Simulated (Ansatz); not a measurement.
## ¹⁷O NMR of the central transition in Ga2O3 at a changed volume

Cell: a COD entry, relaxed with PBE at fixed cell and then changed (volume scaled by 1.04, ions relaxed).

Space group C2/m (No. 12); a = 12.3747, b = 3.0771, c = 5.8744 Å, β = 103.83°.

| site | Wyckoff | site symmetry | x | y | z |
| --- | --- | --- | --- | --- | --- |
| Ga1 | 4i | m | 0.0905 | 0.0000 | 0.7951 |
| Ga3 | 4i | m | 0.6586 | 0.0000 | 0.3139 |
| O5 | 4i | m | 0.1647 | 0.0000 | 0.1094 |
| O7 | 4i | m | 0.1733 | 0.0000 | 0.5634 |
| O9 | 4i | m | 0.4959 | 0.0000 | 0.2560 |

One atom of each set is listed; the run and its k-mesh use a cell of 10 atoms with edges of 6.38, 6.38, 5.87 Å.

Computed with Ansatz: DFT, PBE, plane waves and PAW, scalar-relativistic, 420 eV cutoff, Γ-centred 10×10×6 k-points, Fermi–Dirac smearing 0.02 eV.

¹⁷O has I = 5/2 and Q = -25.58 mb (Pyykkö 2018); at 14.1 T its Larmor frequency is ν₀ = 81.4 MHz. Only the quadrupole interaction is simulated: positions count from each site's isotropic chemical shift, and J coupling is left out, as are shift anisotropy and dipolar coupling, which fast spinning averages.

Simulated pattern of one O site (fast magic-angle spinning, Gaussian broadening 0.04 kHz):

(offset (kHz), height): (-1.264, 0), (-1.225, 1), (-1.187, 6), (-1.148, 6), (-1.110, 6), (-1.071, 7), (-1.032, 7), (-0.994, 7), (-0.955, 7), (-0.917, 7), (-0.878, 8), (-0.840, 9), (-0.801, 27), (-0.762, 62), (-0.724, 84), (-0.685, 66), (-0.647, 54), (-0.608, 49), (-0.569, 46), (-0.531, 45), (-0.492, 45), (-0.454, 45), (-0.415, 47), (-0.377, 49), (-0.338, 53), (-0.299, 59), (-0.261, 74), (-0.222, 100), (-0.184, 85), (-0.145, 49), (-0.107, 6), (-0.068, 0)

Task: Which |C_Q| and η does the pattern imply?

Result: The pattern spans 1.08 kHz before broadening and its centre of gravity is at -0.486 kHz, which fixes P_Q; the places of the horns and steps fix η. That gives P_Q = 2.57 MHz, |C_Q| = 2.56 MHz and η = 0.12, the values that the calculation gives site O7 (4 Ga at 1.89–2.10 Å). The other sites have |C_Q| = 5.44, 7.05 MHz. The sign of C_Q can't be read from the pattern.

At O7 V_zz points along its shortest bond, to Ga (within 4°).
